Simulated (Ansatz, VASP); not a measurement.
## Pt in VASP and in Ansatz

Contents of INCAR:

```
SYSTEM = Pt
PREC = Accurate
ENCUT = 520
EDIFF = 1E-6
ISMEAR = 1
SIGMA = 0.1
LREAL = .False.
LASPH = .True.
NELM = 80
ALGO = Normal
ISIF = 2
LWAVE = .False.
LCHARG = .True.
GGA = RP
LELF = .True.
LVHAR = .True.
NBANDS = 11
```

Contents of KPOINTS:

```
Automatic mesh
0
Gamma
  12 12 12
  0 0 0
```

Contents of POSCAR:

```
Pt
1.0
    0.0000000000      1.9609000000      1.9609000000
    1.9609000000      0.0000000000      1.9609000000
    1.9609000000      1.9609000000      0.0000000000
Pt
1
Direct
    0.0000000000      0.0000000000      0.0000000000
```

Input for Ansatz:

```yaml
crystal:
  lattice:
    - [0.0, 1.9609, 1.9609]
    - [1.9609, 0.0, 1.9609]
    - [1.9609, 1.9609, 0.0]
  atoms:
    - { symbol: Pt, position: [0.0, 0.0, 0.0] }
kpoints:
  mp_grid:
    grid: [12, 12, 12]
    shift: [0.0, 0.0, 0.0]
hamiltonian:
  xc: rpbe
scf:
  occupations:
    method: cold
output:
  stress: true
```

Alike in both runs: task single point; functional RPBE; k mesh 12 × 12 × 12; no spin polarisation.

```csv
,VASP,Ansatz
version,VASP 6.6.1,Ansatz 0.2.0
potentials or method,"VASP PAW PBE potentials, release 64 (Pt)","plane waves, PAW"
plane-wave cutoff (eV),520,420
occupations,"methfessel-paxton of order 1, width 0.1 eV",cold
valence electrons in the cell,10,18
```

|  | VASP | Ansatz | Ansatz less VASP |
| --- | --- | --- | --- |
| pressure (GPa) | 13.9 | 14.5 | +0.55 |

The two sets of potentials don't hold the same shells in valence.

Caveats: the PAW data sets were made with another functional, which shifts forces and pressure a little (VASP). Spin-orbit coupling is left out, which matters for the levels of Pt.
